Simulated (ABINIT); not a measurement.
The system is AlAu.

```xyz
2
Lattice="3.2239 0.0000 0.0000 0.0000 3.2239 0.0000 0.0000 0.0000 3.2239" Properties=species:S:1:pos:R:3 pbc="T T T"
Au    1.6120    1.6120    1.6120
Al    0.0000    0.0000    0.0000
```

The cell comes from a database or a generator and needn't be the stable form of this composition.

```yaml
Program: ABINIT 10.8.3 (patched build)
Task: relaxation of cell and atoms
Functional: LDA
Potentials_or_basis: PseudoDojo NC SR LDA v0.4.1 standard
Cutoff: 952 eV
k_mesh: 6 × 6 × 6
Occupations: fermi-dirac, width 0.05 eV
Spin: no spin polarisation
```

At the start: pressure -8.5 GPa; volume 16.75 Å³/atom.

Question: Where does the relaxation end?

Answer: Over 5 steps the energy falls by 31.5 meV/atom and the volume is 15.65 Å³/atom (-6.6 %); space group Pm-3m (No. 221, to 0.05 Å).

The path:
```csv
step,energy change (eV),largest force (eV/Å),pressure (GPa),volume (Å³)
1,0.0000,0.0000,-8.52,33.51
2,-0.0384,0.0000,-5.60,32.64
3,-0.0626,0.0000,0.75,31.14
4,-0.0630,0.0000,-0.03,31.30
5,-0.0630,0.0000,0.00,31.30
```

Final structure:
```xyz
2
Lattice="3.1514 0.0000 0.0000 0.0000 3.1514 0.0000 0.0000 0.0000 3.1514" Properties=species:S:1:pos:R:3 pbc="T T T"
Au    1.5757    1.5757    1.5757
Al    0.0000    0.0000    0.0000
```
